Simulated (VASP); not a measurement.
Input of a VASP 6.6.1 run:

Contents of INCAR:

```
ALGO     = Normal         # electronic algorithm
DIPOL    = 0.5 0.5 0.294
EDIFF    = 1E-7           # SCF threshold, eV
ENCUT    = 520            # plane-wave cutoff, eV
GGA      = PE             # functional
IDIPOL   = 3            
ISIF     = 2              # what is computed and relaxed
ISMEAR   = -1             # smearing method
LASPH    = True           # aspherical terms in the spheres
LCHARG   = False          # write CHGCAR
LDIPOL   = True         
LREAL    = False          # projectors in reciprocal space
LWAVE    = False          # write WAVECAR
NBANDS   = 12             # bands
NELM     = 80             # most SCF steps
PREC     = Accurate       # precision mode
SIGMA    = 0.05           # smearing width, eV
```

Contents of KPOINTS:

```
k-points
0
Gamma
  10 10 1
```

Contents of POSCAR:

```
Au
1.0
    2.6622700000      0.0000000000      0.0000000000
    0.0000000000      2.6617000000      0.0000000000
    0.0000000000      0.0000000000     23.8000000000
Au
1
Direct
    0.0000000000      0.5000000000      0.2941200000
```

Potentials or basis: VASP PAW PBE potentials, release 64 (Au).

Run with:

```console
$ cat potpaw_PBE.64/Au/POTCAR > POTCAR
$ mpirun -np 1 vasp_std > vasp.out
```

(1) Estimate the band gap on the k mesh.

## Answers

(1) none (metal or under the smearing width).
